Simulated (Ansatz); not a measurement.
PbF2 built on the rutile prototype, relaxed with r2SCAN, was run in the PAW code Ansatz under altered settings. All numbers are computed, without spin polarisation but where a row says otherwise.

```yaml
crystal:
  lattice:
    - [5.57821, 0.00000, 0.00000]
    - [0.00000, 5.57821, 0.00000]
    - [0.00000, 0.00000, 3.93988]
  atoms:
    - { symbol: Pb, position: [0.00000, 0.00000, 0.00000] }
    - { symbol: Pb, position: [0.50000, 0.50000, 0.50000] }
    - { symbol: F, position: [0.30923, 0.30923, 0.00000] }
    - { symbol: F, position: [0.19077, 0.80923, 0.50000] }
    - { symbol: F, position: [0.80923, 0.19077, 0.50000] }
    - { symbol: F, position: [0.69077, 0.69077, 0.00000] }
```

The base run's other keys:
```yaml
kpoints:
  mp_grid: { grid: [2, 2, 4] }
hamiltonian:
  xc: hse06
scf:
  occupations: { method: fixed }
  n_extra_bands: 5
```

It takes 13 iterations with 2393 plane waves at 420 eV and 9 k points, and leaves a mean stress of +0.92 GPa. The gap over this mesh is 4.848 eV. It ran on 4 threads of Arm Neoverse N1 (shared host).

Outcomes, with energy and stress as changes against the base:

| setting | outcome | ΔF (meV/atom) | Δ mean stress (GPa) | gap on the mesh (eV) | iterations | wall time |
| --- | --- | --- | --- | --- | --- | --- |
| PBE hybrid, exx coeff 0.5, omega 0.3 1/Å | converged | – | -1.0 | 5.550 | 18 | 25 s |
| PBE hybrid, exx coeff 0.5, omega 0.5 1/Å | converged | – | -0.9 | 4.892 | 16 | 24 s |
| scf.occupations: fermi_dirac 0.05 | converged | 0.0 | 0.0 | 4.848 | 15 | 20 s |

A dash marks a value that wasn't obtained or can't be compared. Stress is positive in compression. The base took 20 s. The base's mesh is coarse for a hybrid, so its own values aren't converged.

- PBE hybrid, exx coeff 0.5, omega 0.3 1/Å. That is 50 % exact exchange, screened with ω = 0.3 1/Å, against HSE06's 25 % screened at 0.208 1/Å. The mean stress moves by -1.0 GPa and the gap on the mesh by +0.702 eV (to 5.550). Totals of different functionals aren't comparable.
- PBE hybrid, exx coeff 0.5, omega 0.5 1/Å. That is 50 % exact exchange, screened with ω = 0.5 1/Å, against HSE06's 25 % screened at 0.208 1/Å. The mean stress moves by -0.9 GPa and the gap on the mesh by +0.044 eV (to 4.892). Totals of different functionals aren't comparable.

Within 1 meV an atom, 0.1 GPa and 0.005 eV of the base stay: scf.occupations: fermi_dirac 0.05.

No spin-orbit coupling is included; it can move band edges with weight on the heavy atoms by tenths of an eV.

The stress of a hybrid is loosely converged in these runs.

The meshes of the hybrids are coarse, so their gaps aren't converged to the digits shown.
